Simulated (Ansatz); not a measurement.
Ni:

```
CELL_PARAMETERS angstrom
2.44802 0.00000 0.00000
-1.22401 2.12005 0.00000
0.00000 0.00000 4.07281
ATOMIC_POSITIONS crystal
Ni 0.66667 0.33333 0.75000
Ni 0.33333 0.66667 0.25000
```

This isn't the form of Ni at room conditions, which is fcc.

Base run:

* Program: Ansatz 0.2.0
* Functional: PBEsol
* Potentials or basis: all-electron LAPW, scalar-relativistic
* Cutoff: 323 eV (chosen from the basis error)
* Basis error allowed: 0.001 eV/atom
* k mesh: 12 × 12 × 7
* Occupations: fermi-dirac, width 0.05 eV
* Spin: collinear spin, ferromagnetic start
* Starting moments: [1.0, 1.0] μB

Its results: pressure -3.0 GPa; net moment 1.30 μB per cell; site moments Ni +0.68 μB.

Q: The run is repeated on the same cell with these changes: functional from PBEsol to LDA. What comes out?

A: Pressure -11.0 GPa; net moment 1.24 μB per cell; site moments Ni +0.64 μB.

LDA binds more tightly than PBEsol, so the same cell stands under less pressure.
